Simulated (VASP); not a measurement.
A run of VASP 6.6.1 is set up as follows.

The input INCAR:

```
ALGO = Normal
EDIFF = 1E-7
EDIFFG = -0.01
ENCUT = 600
GGA = PE
IBRION = 2
ISIF = 4
ISMEAR = 0
LASPH = T
LCHARG = F
LREAL = F
LWAVE = F
NELM = 80
NSW = 40
PREC = Accurate
SIGMA = 0.03
```

The input KPOINTS:

```
k-points
0
Gamma
  12 12 6
```

POSCAR

```
Si                                      
1.0
    2.6417533874      0.0000000000      0.0000000000
   -1.3208766938      2.2878255440      0.0000000000
    0.0000000000      0.0000000000      4.4423803701
  Si            
     2
Direct
     0.3333333300000021    0.6666666699999979    0.2500000000000000
     0.6666666699999979    0.3333333300000021    0.7500000000000000
```

Potentials or basis: VASP PAW PBE potentials, release 64 (Si).

The run is started by

```console
$ cat potpaw_PBE.64/Si/POTCAR > POTCAR
$ mpirun -np 1 vasp_std > vasp.out
```

(1) Estimate the band gap on the k mesh.

(2) What does it give for the energy gained by relaxing?

Answers

(1) none (metal or under the smearing width).

(2) 0.0 meV/atom.
